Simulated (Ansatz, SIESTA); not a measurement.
Given: the input of a run of SIESTA 5.4.2 on As. This isn't the form of As at room conditions, which is rhombohedral.

As.fdf

```
SystemName                      Arsenolamprite
SystemLabel                     As
NumberOfSpecies                 1
NumberOfAtoms                   4
%block ChemicalSpeciesLabel
  1  33 As
%endblock ChemicalSpeciesLabel

LatticeConstant                 1.0 Ang
%block LatticeVectors
     1.8250000000    -5.5000000000     0.0000000000
     1.8250000000     5.5000000000     0.0000000000
     0.0000000000     0.0000000000     4.4700000000
%endblock LatticeVectors
AtomicCoordinatesFormat         Fractional
%block AtomicCoordinatesAndAtomicSpecies
     0.3900000000     0.6100000000     0.5600000000  1  As
     0.8900000000     0.1100000000     0.9400000000  1  As
     0.6100000000     0.3900000000     0.4400000000  1  As
     0.1100000000     0.8900000000     0.0600000000  1  As
%endblock AtomicCoordinatesAndAtomicSpecies

%block kgrid.MonkhorstPack
    8   0   0  0.0
    0   8   0  0.0
    0   0   6  0.0
%endblock kgrid.MonkhorstPack
XC.Functional                   GGA
XC.Authors                      PBEsol
PAO.BasisSize                   DZP
PAO.EnergyShift                 0.003 Ry
Mesh.Cutoff                     500 Ry
OccupationFunction              FD
ElectronicTemperature           0.05 eV
MaxSCFIterations                120
SCF.MustConverge                false
SCF.Mixer.Method                Pulay
SCF.Mixer.Weight                0.25
SCF.Mixer.History               8
SCF.DM.Tolerance                5.0e-05
SCF.H.Tolerance                 1.0e-03 eV
WriteForces                     true
Charge.Mulliken                 end
Charge.Hirshfeld                end
Charge.Voronoi                  end
SaveRho                         true
SaveElectrostaticPotential      true
%block PAO.Basis
  As 4
  n=4 0 2
    5.501 0.000
  n=4 1 2
    7.312 0.000
  n=3 2 2
    2.890 0.000
  n=4 2 1
    7.312
%endblock PAO.Basis
```

Potentials or basis: PseudoDojo 0.4 standard (PBEsol files), converted to PSML, two zetas on semicore shells, DZP (energy shift 0.003 Ry; two zetas on semicore shells).

The run is started by

```bash
$ siesta < As.fdf > As.out 2>&1
```

Translate it to Ansatz 0.2.0. Potentials or basis there: Ansatz PAW, cutoff 420 eV.

As run (cutoffs and basis follow the program's own potentials, and thresholds, step limits or extra output files can differ):

File input.yaml:

```yaml
crystal:
  lattice:
    - [1.825, -5.5, 0.0]
    - [1.825, 5.5, 0.0]
    - [0.0, 0.0, 4.47]
  atoms:
    - { symbol: As, position: [0.39, 0.61, 0.56] }
    - { symbol: As, position: [0.89, 0.11, 0.94] }
    - { symbol: As, position: [0.61, 0.39, 0.44] }
    - { symbol: As, position: [0.11, 0.89, 0.06] }
hamiltonian:
  xc: pbesol
  pseudopotentials: { kind: paw }
kpoints:
  mp_grid: { grid: [8, 8, 6] }
scf:
  occupations: { method: fermi_dirac, width: 0.05 }
output:
  forces: true
  stress: true
  eigenvalues: true
```

Potentials or basis: Ansatz PAW.

Run with:

```console
$ ansatz run input.yaml --threads 1 --pin off --max-ram 3584MiB --backend cpu --events-out ev --progress --plain --runs-dir out
```

Both were run:

|  | SIESTA | Ansatz |
| --- | --- | --- |
| Pressure | 2.3 GPa | -0.3 GPa |

Ansatz's pressure holds a Pulay term of +0.02 GPa for its cutoff of 420 eV, which the other run lacks.

Ansatz's potentials were made for PBE.

Where Ansatz's input types no cutoff or centring, it takes its own default and a Γ-centred mesh.

Pressure is positive in compression.
